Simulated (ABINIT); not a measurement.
Crystal: Ge.

```
Ge
1.0
     1.48805   -2.59469    0.00000
     1.48805    2.59469    0.00000
     0.00000    0.00000    4.72760
Ge
2
Cartesian
  1.4881 0.8643 1.1819
  1.4881 -0.8643 3.5457
```

This isn't the form of Ge at room conditions, which is diamond.

- Program: ABINIT 10.8.3 (patched build)
- Task: single point
- Functional: PBE
- Potentials or basis: JTH PAW PBE v2.0
- Cutoff: 599 eV
- k mesh: 10 × 10 × 6
- Occupations: fermi-dirac, width 0.05 eV
- Spin: no spin polarisation

On this cell: pressure 3.9 GPa; largest force under 0.003 eV/Å; band gap on the k mesh none (metal or under the smearing width).

The same run follows on a disturbed copy (atoms moved at random, drawn with an rms of 0.05 Å):

```
CELL_PARAMETERS angstrom
1.48805 -2.59469 0.00000
1.48805 2.59469 0.00000
0.00000 0.00000 4.72760
ATOMIC_POSITIONS crystal
Ge 0.32710 0.67936 0.25322
Ge 0.67910 0.33589 0.74526
```

Question: What does the disturbed cell give?

Answer: The energy (extrapolated to zero smearing) moves by +0.2 meV/atom; pressure 3.9 GPa; largest force 0.036 eV/Å; band gap on the k mesh none (metal or under the smearing width).

Forces in eV/Å, atoms in the order of the input:
```
Ge  -0.001 -0.013 -0.034
Ge   0.001  0.013  0.034
```

Stress tensor (GPa, compression positive):
```
 3.15  0.02 -0.02
 0.02  2.88  0.04
-0.02  0.04  5.73
```
